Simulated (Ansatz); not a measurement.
## Tl under pressure

Theory: DFT PBE+D3(BJ), scalar-relativistic, plane waves, PAW (Ansatz 0.2.0). Run with 420 eV cutoff, 15×15×8 k-mesh, Gaussian smearing of 0.10 eV, no spin polarisation.

Starting point, cell and atoms relaxed:

```yaml
crystal:
  lattice:
    - [3.53456, 0.00000, 0.00000]
    - [-1.76728, 3.06102, 0.00000]
    - [0.00000, 0.00000, 5.47338]
  atoms:
    - { symbol: Tl, position: [0.33333, 0.66667, 0.25000] }
    - { symbol: Tl, position: [0.66667, 0.33333, 0.75000] }
```

Cell and atoms are relaxed at each pressure within the symmetry of the start, at zero temperature, so transitions that lower the symmetry aren't seen. The k-mesh given is that at zero pressure and may differ at others. a, b and c are the lengths of the cell vectors above.

Spin–orbit coupling is left out, which can shift energies with elements as heavy as these.

Pressures computed: -1, 1, 4, 12, 25, 50, 90 GPa.

**Question.** At which pressure does the cell have a = 2.865, b = 2.865 and c = 4.676 Å?

**Answer.** About 90 GPa, where V/V0 = 0.561.